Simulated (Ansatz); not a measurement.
# Stretching the linear B chain

Wanted: energy, moment and open channels of the linear B chain from 12 % compression to 30 % stretch.

Program: Ansatz 0.2.0. Level of theory: DFT LDA, plane waves, PAW; relaxation of a chain's period, in the first sound run; inputs show where later runs differ. Results are calculated unless marked as measured.

## (1) The starting structure

The cell holds 1 atom: 1 B. Cell: a = 7.500 Å, b = 7.500 Å, c = 1.562 Å, α = 90.0°, β = 90.0°, γ = 90.0°. Vacuum lies along a and b. The structure's axis is c.

## (2) The relaxed wire

Band widths follow the bond lengths, so the chain is relaxed first. The atoms and the third cell vector are free; the box across stays fixed as vacuum. Moments are seeded so that a magnetic state can form if it lies lower. A Fermi-Dirac smearing is set since the result may be a metal. The pressure printed is a third of the stress's trace over the whole box, vacuum included; only the stress along the axis is relaxed.

input.yaml

```yaml
crystal:
  lattice:
    - [7.5, 0.0, 0.0]
    - [0.0, 7.5, 0.0]
    - [0.0, 0.0, 1.5624]
  atoms:
    - { symbol: B, position: [0.5, 0.5, 0.0], spin: 0.3 }
magnetization:
  spin_polarized: true
kpoints:
  mp_grid: { grid: [1, 1, 52] }
scf:
  occupations: { method: fermi_dirac, width: 0.05 }
hamiltonian:
  xc: lda
relax:
  cell: { fix: [a, b, alpha, beta, gamma] }
  max_steps: 60
```

Started as:

```bash
ansatz run input.yaml --threads 4 --pin off --max-ram 8192MiB --backend cpu --events-out ev --progress --plain --runs-dir out
```

Numbers of over 12 decimals in the logs are rounded to 6 here.

Output:

```text
Engine: ansatz 0.2.0, aarch64-unknown-linux-gnu
Pseudopotentials: kind: paw
Pseudopotential: B, paw, valence charge 3, recommended cutoff 420 eV (normal), B.paw.azcp
Functional definition: SPW92
  exchange = slater_x
  correlation = pw_c
Crystal: 1 atoms, lattice volume = 87.885 Å³
Basis set: ecut = 420 eV, 1733 PW (Γ)
Bands: 6, of which v1, the nominal top of the filled ones, is band 2 counted from 1 (1 counted from 0)
Symmetry: 16 space group operations
Space group: P4/mmm (ITA 123), of the structure as read, at distance tolerance 4.4e-5 Å
Magnetic group: BNS 123.339 (UNI 999), of the structure as read, at distance tolerance 4.4e-5 Å
k-points: 27 of 52
Non-local potential: B, projectors of the file, l = 0: 2, l = 1: 2, l = 2: 1
PAW form: soft (Blöchl's): semilocal exchange-correlation on the pseudo side does not see the compensation charge
PAW frozen core: B, regenerated for the run's functional, and the local potential with it (the file was generated under x = pbe(κ = 0.804, μ = 0.219515), c = pbe(β = 0.066725))
PAW one-centre angular grid: B, 110 points (default); XC on 64 Gauss nodes
Initial density: superposition of atomic densities (neutral atoms: chi_scale 0, normalization atom)
Starting moments: Σ|m| = 0.3 μB on 1 of 1 site
Initial wavefunctions: pseudopotential atomic-orbital guess
Functional: x = slater, c = lda
SCF iter   1: F=—  HF=-148.445621 eV  |F-HF|=—  |Δ(HF+E_count)|=         —  Δρ=2.38e-2 (↑1.97e-2 ↓2.38e-2)  dr2=1.68e0  dr2_m=9.08e-3  M=0.121 μB ∫|m|=0.121 μB  β_m=0.30  ethr=3.10e-3  ⟨swp⟩=6.3  Hψ=2928  notcnv=0
preconditioner: auto → none  [insulator: Δε(μ)=0.122 eV  Ē_g=14.109 eV  σ=0.050 eV  W_gap=0.54  n_scr=8 (ndim 8)  ℏωp=6.9 eV  f_vac=0.588  D(μ)=0.60/eV (n_scr^D=4)  ε∞_Penn≈1.2]
SCF iter   2: F=—  HF=-147.931621 eV  |F-HF|=—  |Δ(HF+E_count)|=   5.14e-1  Δρ=1.45e-2 (↑1.16e-2 ↓1.45e-2)  dr2=5.19e-1  dr2_m=6.56e-3  M=0.096 μB ∫|m|=0.096 μB  β_m=0.30  ethr=3.10e-3  ⟨swp⟩=2.1  Hψ=1042  notcnv=0  defer=21
preconditioner: auto → LDOS  [metal: Δε(μ)=0.048 eV  Ē_g=13.295 eV  σ=0.050 eV  W_gap=0.24  n_scr=8 (ndim 8)  ℏωp=6.9 eV  f_vac=0.620  D(μ)=0.76/eV (n_scr^D=8)]
spin=Collinear: LDOS preconditioning applied to the charge; magnetization (m = ρ↑ − ρ↓) channel mixes plain (no charge-response kernel on spin).
SCF iter   3: F=—  HF=-147.721433 eV  |F-HF|=—  |Δ(HF+E_count)|=   2.10e-1  Δρ=4.02e-3 (↑4.02e-3 ↓3.09e-3)  dr2=1.67e-2  dr2_m=4.89e-3  M=0.068 μB ∫|m|=0.068 μB  β_m=0.30  ethr=3.10e-3  ⟨swp⟩=2.9  Hψ=649  notcnv=0  defer=21
SCF iter   4: F=—  HF=-147.720810 eV  |F-HF|=—  |Δ(HF+E_count)|=   6.23e-4  Δρ=2.81e-3 (↑2.81e-3 ↓2.56e-3)  dr2=5.61e-3  dr2_m=3.22e-3  M=0.050 μB ∫|m|=0.050 μB  β_m=0.30  ethr=5.58e-4  ⟨swp⟩=2.1  Hψ=605  notcnv=0  defer=33
SCF iter   5: F=—  HF=-147.721931 eV  |F-HF|=—  |Δ(HF+E_count)|=   1.12e-3  Δρ=1.70e-3 (↑1.70e-3 ↓1.61e-3)  dr2=1.60e-4  dr2_m=2.06e-3  M=0.036 μB ∫|m|=0.036 μB  β_m=0.30  ethr=1.87e-4  ⟨swp⟩=2.0  Hψ=460  notcnv=0  defer=33
SCF iter   6: F=—  HF=-147.723656 eV  |F-HF|=—  |Δ(HF+E_count)|=   1.72e-3  Δρ=1.30e-3 (↑1.30e-3 ↓1.30e-3)  dr2=3.78e-5  dr2_m=1.32e-3  M=0.026 μB ∫|m|=0.026 μB  β_m=0.30  ethr=5.32e-6  ⟨swp⟩=2.3  Hψ=428  notcnv=0  defer=33
SCF iter   7: F=—  HF=-147.724731 eV  |F-HF|=—  |Δ(HF+E_count)|=   1.07e-3  Δρ=1.02e-3 (↑1.01e-3 ↓1.02e-3)  dr2=4.53e-7  dr2_m=8.25e-4  M=0.019 μB ∫|m|=0.019 μB  β_m=0.30  ethr=1.26e-6  ⟨swp⟩=2.8  Hψ=521  notcnv=0  defer=33
SCF iter   8: F=—  HF=-147.725333 eV  |F-HF|=—  |Δ(HF+E_count)|=   6.03e-4  Δρ=7.93e-4 (↑7.93e-4 ↓7.92e-4)  dr2=1.54e-7  dr2_m=5.06e-4  M=0.015 μB ∫|m|=0.015 μB  β_m=0.30  ethr=3.33e-9  ⟨swp⟩=5.2  Hψ=813  notcnv=0
Mixer restart at iter 8: flushing history
spin-set hold released at iteration 8 (site moments contracting): the magnetisation degrees of freedom join the quasi-Newton model from the next iteration; the mixer history was flushed
SCF iter   9: F=—  HF=-147.725706 eV  |F-HF|=—  |Δ(HF+E_count)|=   3.73e-4  Δρ=6.17e-4 (↑6.17e-4 ↓6.16e-4)  dr2=8.42e-8  dr2_m=3.07e-4  M=0.011 μB ∫|m|=0.011 μB  β_m=0.62  ethr=3.33e-9  ⟨swp⟩=4.7  Hψ=775  notcnv=0
SCF iter  10: F=—  HF=-147.726277 eV  |F-HF|=—  |Δ(HF+E_count)|=   5.71e-4  Δρ=3.19e-5 (↑3.19e-5 ↓3.13e-5)  dr2=7.39e-10  dr2_m=8.03e-7  M=0.000 μB ∫|m|=0.000 μB  β_m=0.81  ethr=2.81e-9  ⟨swp⟩=6.2  Hψ=906  notcnv=0
SCF iter  11: F=—  HF=-147.726279 eV  |F-HF|=—  |Δ(HF+E_count)|=   1.29e-6  Δρ=7.92e-6 (↑7.92e-6 ↓7.88e-6)  dr2=3.31e-11  dr2_m=5.03e-8  M=0.000 μB ∫|m|=0.000 μB  β_m=0.91  ethr=2.46e-11  ⟨swp⟩=4.2  Hψ=719  notcnv=0
SCF iter  12: F=—  HF=-147.726279 eV  |F-HF|=—  |Δ(HF+E_count)|=   7.32e-8  Δρ=2.31e-7 (↑2.31e-7 ↓2.08e-7)  dr2=9.42e-13  dr2_m=3.84e-11  M=0.000 μB ∫|m|=0.000 μB  β_m=0.95  ethr=1.10e-12  ⟨swp⟩=3.7  Hψ=684  notcnv=0
SCF iter  13: F=-147.726279 eV  HF=-147.726279 eV  |F-HF|=2.84e-14  |Δ(HF+E_count)|=  1.20e-10  Δρ=1.40e-8 (↑5.89e-9 ↓1.40e-8)  dr2=1.32e-13  dr2_m=7.29e-14  M=0.000 μB ∫|m|=0.000 μB  ethr=1.00e-12  ⟨swp⟩=2.0  Hψ=535  notcnv=0
WARN: the starting moments were not kept: the SCF closed with an absolute magnetisation of 1.2e-7 μB, where they sum to 0.3 μB in size (1 site). That is at most 0.1 of that sum. Measured as dr2_m measures the in/out step, that magnetisation stands 4.3e-15 eV from none, at or under the dr2_threshold of 1.0e-7 eV: it is no larger than a step whose dr2_m would equal this threshold. The system may hold no moment; this SC [...]
SCF 1 converged in 13 iterations: F = -147.726279 eV  dr2 = 1.32e-13
  greatest PAW one-centre occupation: 0.586 electrons in one spin orbital (limit 2), on the B atom at site 0 (counted from 0), in its partial waves of l = 0
relax step   1: F+E_penalty+E_count = -147.72627875 eV  Δ(F+E_penalty+E_count) = +0.000e0 eV  max|allowed force component| = 0.000e0 eV/Å  Δτ_max = 0.0000 Å  P = -0.608 GPa  Ω = 87.885 Å³  fix = [a, b, alpha, beta, gamma]  reactions: a +0.058, b +0.058 GPa  (13 SCF iters, dr2 threshold 1.00e-7 eV, accepted)
Crystal: 1 atoms, lattice volume = 87.058 Å³
Basis set: ecut = 420 eV, 1725 PW (Γ)
Initial density: handed on by an earlier stage of this run
Starting moments: Σ|m| = 0.3 μB on 1 of 1 site; this step starts from the density that it was given
Initial wavefunctions: those handed on with the density
iter 1 solved again at ethr=5.39e-5 eV; its pass at ethr=3.10e-3 eV (dr2=1.62e-3 eV) is discarded
SCF iter   1: F=—  HF=-147.734207 eV  |F-HF|=—  |Δ(HF+E_count)|=         —  Δρ=6.85e-4 (↑6.22e-4 ↓6.85e-4)  dr2=1.81e-3  dr2_m=1.88e-6  M=0.001 μB ∫|m|=0.001 μB  β_m=0.30  ethr=5.39e-5  ⟨swp⟩=1.2  Hψ=3505  notcnv=0
[...]
relax step   2: F+E_penalty+E_count = -147.73336568 eV  Δ(F+E_penalty+E_count) = -7.087e-3 eV  max|allowed force component| = 0.000e0 eV/Å  Δτ_max = 0.0000 Å  P = -0.206 GPa  Ω = 87.058 Å³  energy of the carried Pulay correction = +1.516e-4 eV  fix = [a, b, alpha, beta, gamma]  reactions: a +0.059, b +0.059 GPa  (7 SCF iters, dr2 threshold 1.00e-7 eV, accepted)
Crystal: 1 atoms, lattice volume = 86.556 Å³
iter 1 solved again at ethr=2.04e-5 eV; its pass at ethr=3.10e-3 eV (dr2=6.12e-4 eV) is discarded
SCF iter   1: F=—  HF=-147.734883 eV  |F-HF|=—  |Δ(HF+E_count)|=         —  Δρ=4.30e-4 (↑3.92e-4 ↓4.30e-4)  dr2=7.07e-4  dr2_m=6.88e-7  M=0.000 μB ∫|m|=0.000 μB  β_m=0.30  ethr=2.04e-5  ⟨swp⟩=2.0  Hψ=3397  notcnv=0
preconditioner: auto → none  [insulator: Δε(μ)=0.289 eV  Ē_g=12.701 eV  σ=0.050 eV  W_gap=0.89  n_scr=8 (ndim 8)  ℏωp=6.9 eV  f_vac=0.646  D(μ)=0.30/eV (n_scr^D=0)  ε∞_Penn≈1.3]
SCF iter   2: F=—  HF=-147.734641 eV  |F-HF|=—  |Δ(HF+E_count)|=   2.42e-4  Δρ=2.40e-4 (↑2.12e-4 ↓2.40e-4)  dr2=1.85e-4  dr2_m=3.88e-7  M=0.000 μB ∫|m|=0.000 μB  β_m=0.46  ethr=2.04e-5  ⟨swp⟩=1.6  Hψ=382  notcnv=0
SCF iter   3: F=—  HF=-147.734556 eV  |F-HF|=—  |Δ(HF+E_count)|=   8.50e-5  Δρ=2.96e-5 (↑2.72e-5 ↓2.96e-5)  dr2=9.89e-7  dr2_m=5.75e-8  M=0.000 μB ∫|m|=0.000 μB  β_m=0.68  ethr=6.16e-6  ⟨swp⟩=2.0  Hψ=406  notcnv=0
SCF iter   4: F=—  HF=-147.734557 eV  |F-HF|=—  |Δ(HF+E_count)|=   4.44e-7  Δρ=2.74e-6 (↑2.74e-6 ↓2.51e-6)  dr2=4.05e-9  dr2_m=2.54e-9  M=0.000 μB ∫|m|=0.000 μB  β_m=0.84  ethr=3.33e-9  ⟨swp⟩=4.2  Hψ=766  notcnv=0
iter 5 did not close the SCF: its close was put off for a magnetic moment that had not settled (scf_convergence_deferred on its scf_iter line)
SCF iter   5: F=-147.734557 eV  HF=-147.734557 eV  |F-HF|=2.24e-10  |Δ(HF+E_count)|=   3.55e-9  Δρ=4.67e-7 (↑4.67e-7 ↓4.46e-7)  dr2=1.92e-11  dr2_m=1.56e-10  M=0.000 μB ∫|m|=0.000 μB  β_m=0.92  ethr=1.35e-10  ⟨swp⟩=1.9  Hψ=896  notcnv=0
SCF iter   6: F=-147.734557 eV  HF=-147.734557 eV  |F-HF|=2.56e-12  |Δ(HF+E_count)|=  2.87e-10  Δρ=5.23e-8 (↑4.24e-8 ↓5.23e-8)  dr2=2.82e-13  dr2_m=1.69e-12  M=0.000 μB ∫|m|=0.000 μB  ethr=1.00e-12  ⟨swp⟩=1.0  Hψ=900  notcnv=0
the starting moments were not kept: the SCF closed with an absolute magnetisation of 7.5e-7 μB, where they sum to 0.3 μB in size (1 site). That is at most 0.1 of that sum. Measured as dr2_m measures the in/out step, that magnetisation stands 1.6e-13 eV from none, at or under the dr2_threshold of 1.0e-7 eV: it is no larger than a step whose dr2_m would equal this threshold.
SCF 3 converged in 6 iterations: F = -147.734557 eV  dr2 = 2.82e-13
  greatest PAW one-centre occupation: 0.596 electrons in one spin orbital (limit 2), on the B atom at site 0 (counted from 0), in its partial waves of l = 0
relax step   3: F+E_penalty+E_count = -147.73455693 eV  Δ(F+E_penalty+E_count) = -1.191e-3 eV  max|allowed force component| = 0.000e0 eV/Å  Δτ_max = 0.0000 Å  P = +0.052 GPa  Ω = 86.556 Å³  energy of the carried Pulay correction = +2.442e-4 eV  fix = [a, b, alpha, beta, gamma]  reactions: a +0.059, b +0.059 GPa  (6 SCF iters, dr2 threshold 1.00e-7 eV, accepted)
Initial wavefunctions: pseudopotential atomic-orbital guess (no wavefunctions were taken with the density)
iter 1 solved again at ethr=3.44e-7 eV; its pass at ethr=3.10e-3 eV (dr2=1.03e-5 eV) is discarded
SCF iter   1: F=—  HF=-147.734348 eV  |F-HF|=—  |Δ(HF+E_count)|=         —  Δρ=1.07e-5 (↑1.07e-5 ↓1.07e-5)  dr2=3.81e-8  dr2_m=1.71e-12  M=0.000 μB ∫|m|=0.000 μB  β_m=0.30  ethr=3.44e-7  ⟨swp⟩=3.0  Hψ=3820  notcnv=0
preconditioner: auto → none  [insulator: Δε(μ)=0.291 eV  Ē_g=12.666 eV  σ=0.050 eV  W_gap=0.90  n_scr=8 (ndim 8)  ℏωp=6.9 eV  f_vac=0.649  D(μ)=0.30/eV (n_scr^D=0)  ε∞_Penn≈1.3]
SCF iter   2: F=—  HF=-147.734348 eV  |F-HF|=—  |Δ(HF+E_count)|=   3.83e-7  Δρ=7.53e-6 (↑7.53e-6 ↓7.52e-6)  dr2=1.88e-8  dr2_m=1.00e-12  M=0.000 μB ∫|m|=0.000 μB  β_m=0.65  ethr=1.27e-9  ⟨swp⟩=1.6  Hψ=376  notcnv=0
SCF iter   3: F=—  HF=-147.734348 eV  |F-HF|=—  |Δ(HF+E_count)|=   4.31e-8  Δρ=1.16e-7 (↑1.14e-7 ↓1.16e-7)  dr2=1.59e-11  dr2_m=2.34e-14  M=0.000 μB ∫|m|=0.000 μB  β_m=0.61  ethr=6.27e-10  ⟨swp⟩=1.6  Hψ=356  notcnv=0
SCF iter   4: F=-147.734348 eV  HF=-147.734348 eV  |F-HF|=2.27e-13  |Δ(HF+E_count)|=  1.12e-10  Δρ=6.36e-8 (↑6.11e-8 ↓6.36e-8)  dr2=3.25e-12  dr2_m=1.02e-14  M=0.000 μB ∫|m|=0.000 μB  ethr=1.00e-12  ⟨swp⟩=5.3  Hψ=875  notcnv=0
the starting moments were not kept: the SCF closed with an absolute magnetisation of 5.7e-8 μB, where they sum to 0.3 μB in size (1 site). That is at most 0.1 of that sum. Measured as dr2_m measures the in/out step, that magnetisation stands 9.0e-16 eV from none, at or under the dr2_threshold of 1.0e-11 eV: it is no larger than a step whose dr2_m would equal this threshold.
SCF 4 converged in 4 iterations: F = -147.734348 eV  dr2 = 3.25e-12
relax step   4: F+E_penalty+E_count = -147.73434840 eV  Δ(F+E_penalty+E_count) = +2.085e-4 eV  max|allowed force component| = 0.000e0 eV/Å  Δτ_max = 0.0000 Å  P = +0.048 GPa  Ω = 86.556 Å³  fix = [a, b, alpha, beta, gamma]  reactions: a +0.057, b +0.057 GPa  stress off target by 2.94e-2 GPa on what of the cell is left free  SCF on the basis re-selected at this cell (its energy is not comparable with the rows above)  (4 SCF iters)
basis re-selected at this cell: Δ(F+E_penalty+E_count) = +2.085e-4 eV, ΔP = -0.004 GPa vs the last step (what re-selecting the basis moved, of the pressure what is left beyond the Pulay correction that the steps carried, after the strain that the cell walked since its last selection, with what the two solves' SCF thresholds leave and, on support functions, any second-order correction that the steps lacked; it is no measure of the basis error at this ecutwfc). This SCF's stress stands 2.94e-2 GPa from its target on what of the cell is left free (relax.cell.stress_tol is 5.00e-2 GPa) and its largest allowed force component is 0.00e0 eV/Å (relax.f_tol is 1.00e-2 eV/Å): [rest of the remark cut]
SCF converged after 4 iterations
Magnetization: 0.0000 μB (1.5000 up, 1.5000 down)
Absolute magnetization: 0.0000 μB (∫|ρ↑−ρ↓|, with the PAW one-centre terms)
Spin contamination: 0.0000 ħ² per cell (⟨S²⟩ above its minimum at these occupations)
Per-site moments (μB) at R_I (Å): [(1.1723320064849714e-8, 0.634742)]
Free energy (F): -147.734348 eV
Harris-Foulkes:  -147.734348 eV  (|F-HF|=2.27e-13)
Internal energy: -147.731195 eV  (E = F + TS)
E sigma→0 (E₀):  -147.732772 eV
Entropy (-TS):   -0.003153 eV (-3.153 meV/atom)
Fermi energy:    -4.745825 eV
--- Per-component energies (eV) ---
  E_band       = -25.770652
  E_kinetic    = 44.110222
  E_local      = -188.397533  (includes V_loc(G=0)·N_el)
  E_nonlocal   = 14.161702
  E_hartree    = 71.040293
  E_xc         = -29.279998
  E_vxc        = -34.511179  (∫ρ·V_xc dr)
  E_paw        = -72.672823  (= ΣΔE_a)
  E_vpaw       = -3.214446  (= ΣTr[D̂ρ^β])
  E_aug_tail   = -0.000003  (compensation charges beyond the density's cutoff)
  E_ewald      = 13.261110
  E_core_change = 0.045834  (= ΣΔE_core)
  E_smearing   = -0.003153  (= −TS)
  E_closure    = 0.000000  (closes the sum)
  Σ components = -147.734348   (vs F -147.734348, Δ=0.00e0)
--- Forces (eV/Å), atoms counted from 1 ---
  atom   1  B      0.00000000     0.00000000     0.00000000
  max |Σ_I F_I| component: 5.52e-30 eV/Å
--- Stress (GPa, compression-positive) ---
        0.057495       0.000000       0.000000
        0.000000       0.057495       0.000000
        0.000000       0.000000       0.029351
  P = ⅓ Tr σ = 0.0481 GPa (0.481 kbar)
--- Relaxed structure (3 steps of the walk, 3 accepted, 1 SCFs on fresh bases) ---
  F+E_penalty+E_count = -147.73434840 eV   max|allowed force component| = 0.000e0 eV/Å   (the final SCF, on the basis selected at the relaxed cell)
  cell:  # Å, volume = 86.5557 Å³
    - [7.5, 0.0, 0.0]
    - [0.0, 7.5, 0.0]
    - [0.0, 0.0, 1.538769]
  atoms:
    - { symbol: B, position: [0.5, 0.5, 0.0] }
```

Run time: 2.3 s. Hardware: 4 threads of Arm Neoverse V1, shared host; peak memory 0.3 GiB; 8.2 s of CPU time.

Relaxation path:

| step | energy less that of the first step (eV) | largest force component (eV/Å) | pressure (GPa) | volume (Å³) |
| --- | --- | --- | --- | --- |
| 1 | 0.0000 | 0.0000 | -0.61 | 87.89 |
| 2 | -0.0071 | 0.0000 | -0.21 | 87.06 |
| 3 | -0.0083 | 0.0000 | 0.05 | 86.56 |
| 4* | -0.0081 | 0.0000 | 0.05 | 86.56 |

Relaxation steps marked * repeat the geometry before them on a plane-wave basis chosen anew for their cell, so energy and pressure can jump there.

| cell as run | before | after | change |
| --- | --- | --- | --- |
| c (Å) | 1.562 | 1.539 | -1.5 % |

Final coordinates:

```
B
1.0
     7.50000    0.00000    0.00000
     0.00000    7.50000    0.00000
     0.00000    0.00000    1.53877
B
1
Cartesian
  3.7500 3.7500 0.0000
```

Numbers from this step:

```yaml
energy_at_zero_smearing: -147.7328 eV
cell_length_along_the_wire: 1.539 Å
```

The cell's length comes to 1.539 Å with no moment.

## (3) At a set period, period over the relaxed period 0.88, k-mesh 1×1×60

This step: DFT LDA, plane waves, PAW; channels and complex bands of a perfect chain (Ansatz 0.2.0).

The period is set to 0.88 times the relaxed one: shorter bonds widen the bands.

The cell differs from the one that the last finished run ended in (c 1.539 → 1.354 Å).

input.yaml, the sections that differ from step 2:

```yaml
crystal:
  lattice:
    - [7.5, 0.0, 0.0]
    - [0.0, 7.5, 0.0]
    - [0.0, 0.0, 1.3541166208]
  atoms:
    - { symbol: B, position: [0.5, 0.5, 0.0], spin: 0.3 }
kpoints:
  mp_grid: { grid: [1, 1, 60] }
output:
  transmission:
    e_range: [-2, 2]
    de: 0.035
    kmesh: [1, 1]
    reduced_basis: true
    leads: [[0, 0]]
  stress: true
# magnetization, scf, hamiltonian: as in step 2
# relax: removed
```

Output:

```text
[...]
Crystal: 1 atoms, lattice volume = 76.169 Å³
Basis set: ecut = 420 eV, 1517 PW (Γ)
Bands: 6, of which v1, the nominal top of the filled ones, is band 2 counted from 1 (1 counted from 0)
Symmetry: 16 space group operations
[...]
k-points: 31 of 60
[...]
Starting moments: Σ|m| = 0.3 μB on 1 of 1 site
[...]
SCF iter   1: F=—  HF=-148.658713 eV  |F-HF|=—  |Δ(HF+E_count)|=         —  Δρ=3.58e-2 (↑3.10e-2 ↓3.58e-2)  dr2=3.47e0  dr2_m=1.17e-2  M=0.102 μB ∫|m|=0.102 μB  β_m=0.30  ethr=3.10e-3  ⟨swp⟩=5.9  Hψ=3592  notcnv=0
[...]
SCF iter  12: F=-147.038287 eV  HF=-147.038287 eV  |F-HF|=8.53e-14  |Δ(HF+E_count)|=  4.36e-11  Δρ=2.33e-8 (↑2.33e-8 ↓1.14e-8)  dr2=4.42e-13  dr2_m=1.42e-13  M=0.000 μB ∫|m|=0.000 μB  ethr=1.00e-12  ⟨swp⟩=2.0  Hψ=640  notcnv=0
SCF 1 converged in 12 iterations: F = -147.038287 eV  dr2 = 4.42e-13
[...]
transmission: 4 of 24 steps passed
transmission: 6 of 24 steps passed
[...]
transmission: 24 of 24 steps passed
SCF converged after 12 iterations
Magnetization: 0.0000 μB (1.5000 up, 1.5000 down)
Absolute magnetization: 0.0000 μB (∫|ρ↑−ρ↓|, with the PAW one-centre terms)
[...]
Per-site moments (μB) at R_I (Å): [(-1.4625441583124972e-8, 0.55857310608)]
Free energy (F): -147.038287 eV
[...]
Internal energy: -147.036262 eV  (E = F + TS)
E sigma→0 (E₀):  -147.037274 eV
Entropy (-TS):   -0.002025 eV (-2.025 meV/atom)
Fermi energy:    -5.079186 eV
[...]
--- Stress (GPa, compression-positive) ---
        0.045307       0.000000       0.000000
        0.000000       0.045307       0.000000
        0.000000       0.000000      24.499774
  P = ⅓ Tr σ = 8.1968 GPa (81.968 kbar)
--- Band table (eV; the first three rows and the last of 62) ---
[...]
--- Transmission ---
  basis      : 497 plane waves across, 2 finite elements along
  points     : 1, standing for a mesh of 1 x 1
  filling    : by the input's occupations and mesh, since the crystals that have channels conduct as metals do. If one of these is a semiconductor, that mesh has misplaced its level
  energies   : 115 from -2.000000 to 1.990000 eV about the Fermi level, 0.035000 eV apart; the leads are filled to 0.000000 eV, and channels, transmission and decay are at -0.005000 eV
  crystal 0  : B1, at the sites [0, 0], period 1.3541 Å: whole cells are its period
    offset         : up to 0.0000 Å between an atom of the period and one for which it stands
    filled         : 5.5 meV over the level at which it is neutral
    channels       : 2.000000e0 up, 2.000000e0 down
    conductance    : 2.7549e14 S/m² at 300 K; may be off by some 0.0 % by where its bands' edges are placed, 0.0 % from the distance to neutral
```

Elapsed: 7 s, on 4 threads; peak memory 0.31 GiB.

This step gave:

| Item | Value |
| --- | --- |
| energy at zero smearing | -147.0373 eV |
| channels at the energy nearest the Fermi level, spin up | 2 |
| channels at the energy nearest the Fermi level, spin down | 2 |
| conductance of the lead as this run defines it | 2.000 G₀ |
| band gap | 0 eV |

Table of open channels of the lead by energy, zero at the Fermi level:

```csv
energy (eV),spin up,spin down
-1.300,0,0
-1.195,2,2
-1.090,2,2
-0.985,2,2
-0.915,2,2
-0.810,2,2
-0.705,2,2
-0.600,2,2
-0.495,2,2
-0.390,2,2
-0.285,2,2
-0.215,2,2
-0.110,2,2
-0.005,2,2
0.100,2,2
0.205,2,2
0.310,2,2
0.415,2,2
0.485,2,2
0.590,2,2
0.695,2,2
0.800,2,2
0.905,2,2
1.010,2,2
1.115,2,2
1.185,2,2
1.290,2,2
1.395,2,2
1.500,2,2
1.605,2,2
1.710,2,2
1.815,2,2
1.885,2,2
```

At the computed energy nearest the Fermi level there are 2 spin-up and 2 spin-down channels, and the thermal average gives 2.00 G₀.

(Continued in part 2 of 2.)

[Logs are printed without paths, hosts, clocks, repeated set-up lines and the standing remarks that a program may print on its own settings, such as how far it seeks lower states.]

[Hosts, paths, dates, database ids (printed as entryN), source tags and the programs' standing remarks are cut or masked in the printed files.]
